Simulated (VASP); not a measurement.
# ZrSe2: band structure with PBE+D3(BJ)

The system is ZrSe2, a slab with vacuum.

```
CELL_PARAMETERS angstrom
3.75755 0.00000 0.00000
-1.87877 3.25413 0.00000
0.00000 0.00000 21.09600
ATOMIC_POSITIONS crystal
Se 0.66667 0.33333 0.42446
Se 0.33333 0.66667 0.57554
Zr 0.00000 0.00000 0.50000
```

```yaml
Program: VASP 6.6.1
Task: band structure
Functional: PBE
Dispersion: D3(BJ)
Potentials_or_basis: VASP PAW PBE potentials, release 64 (Se, Zr_sv)
Cutoff: 520 eV
k_mesh: 9 × 9 × 1
Occupations: gaussian, width 0.03 eV
Spin: spin-orbit coupling, no magnetisation
Dipole_correction: yes
Further_INCAR_settings: ALGO = Normal; EDIFF = 1e-07; NBANDS = 39
```

* Largest force: 0.008 eV/Å
* Valence electrons inside the program's atomic spheres: Se 3.89; Zr 9.64
* Dispersion energy per atom: -0.273 eV
* Work function of the upper face: 5.24 eV
* Work function of the lower face: 5.24 eV

Forces in eV/Å, atoms in the order of the input:
```
Se   0.000  0.000 -0.008
Se   0.000  0.000  0.008
Zr   0.000  0.000  0.000
```

It took 28 min on 1 thread of Intel(R) Xeon(R) Platinum 8488C (Sapphire Rapids) (shared host), peak memory 0.92 GiB.
